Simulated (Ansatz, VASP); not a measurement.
ZrB2 in VASP and in Ansatz

Contents of POSCAR:

```
ZrB2
1.0
    3.1700000000      0.0000000000      0.0000000000
   -1.5850000000      2.7453005300      0.0000000000
    0.0000000000      0.0000000000      3.5330000000
Zr B
1 2
Direct
    0.0000000000      0.0000000000      0.0000000000
    0.2066666666      0.6033333334      0.5000000000
    0.7933333334      0.3966666666      0.5000000000
```

File INCAR.step1:

```
PREC     = Accurate       # precision mode
ENCUT    = 520            # plane-wave cutoff, eV
ISMEAR   = -1             # smearing method
SIGMA    = 0.05           # smearing width, eV
LREAL    = F              # projectors in reciprocal space
LASPH    = T              # aspherical terms in the spheres
NELM     = 100            # most SCF steps
NBANDS   = 16             # bands
GGA      = PE             # functional
ALGO     = Normal         # electronic algorithm
EDIFF    = 1E-4           # SCF threshold, eV
LWAVE    = T              # write WAVECAR
LCHARG   = F              # write CHGCAR
```

The input INCAR.step2:

```
PREC     = Accurate       # precision mode
ENCUT    = 520            # plane-wave cutoff, eV
EDIFF    = 1E-6           # SCF threshold, eV
ISMEAR   = -1             # smearing method
SIGMA    = 0.05           # smearing width, eV
LREAL    = F              # projectors in reciprocal space
LASPH    = T              # aspherical terms in the spheres
NELM     = 100            # most SCF steps
ALGO     = Normal         # electronic algorithm
ISIF     = 2              # what is computed and relaxed
LWAVE    = F              # write WAVECAR
LCHARG   = F              # write CHGCAR
METAGGA  = R2SCAN         # meta-GGA
LMIXTAU  = T            
NBANDS   = 16             # bands
ISTART   = 1
```

KPOINTS

```
regular mesh
0
Gamma
  10 10 8
```

Input for Ansatz:

```yaml
crystal:
  lattice:
    - [3.17, 0.0, 0.0]
    - [-1.585, 2.74530053, 0.0]
    - [0.0, 0.0, 3.533]
  atoms:
    - { symbol: Zr, position: [0.0, 0.0, 0.0] }
    - { symbol: B, position: [0.2066666666, 0.6033333334, 0.5] }
    - { symbol: B, position: [0.7933333334, 0.3966666666, 0.5] }
kpoints:
  mp_grid: { grid: [10, 10, 8] }
scf:
  occupations: { method: fermi_dirac, width: 0.05 }
hamiltonian:
  xc: r2scan
  pseudopotentials: { kind: paw }
output:
  forces: true
  stress: true
  eigenvalues: true
basis:
  ecutwfc: 1000
```

Change from the starting cell: shortest bond scaled by 0.62, PAW files, ecut 1000.

Alike in both runs: task single point; functional r2SCAN; k mesh 10 × 10 × 8; occupations fermi-dirac, width 0.05 eV; no spin polarisation.

|  | VASP | Ansatz |
| --- | --- | --- |
| version | VASP 6.6.1 | Ansatz 0.2.0 |
| potentials or method | VASP PAW PBE potentials, release 64 (Zr_sv, B) | PAW with Ansatz's default frozen-core files, scalar-relativistic |
| plane-wave cutoff (eV) | 520 | 1000 |
| valence electrons in the cell | 18 | 18 |

```csv
,VASP,Ansatz,Ansatz less VASP
pressure (GPa),67.0,65.2,-1.75
largest component of the traceless stress (GPa),73.17,71.71,-1.463
rms of the force components (eV/Å),16.225,15.894,-0.3313
```

Atom by atom the forces differ by 0.331 eV/Å (rms over components).

Caveats: the cell as given lies far from equilibrium; so large a pressure means that the cell lies far from this level's equilibrium, or that cutoff or potentials fall short (VASP); the potentials were made for another functional, which shifts forces and pressure (VASP).
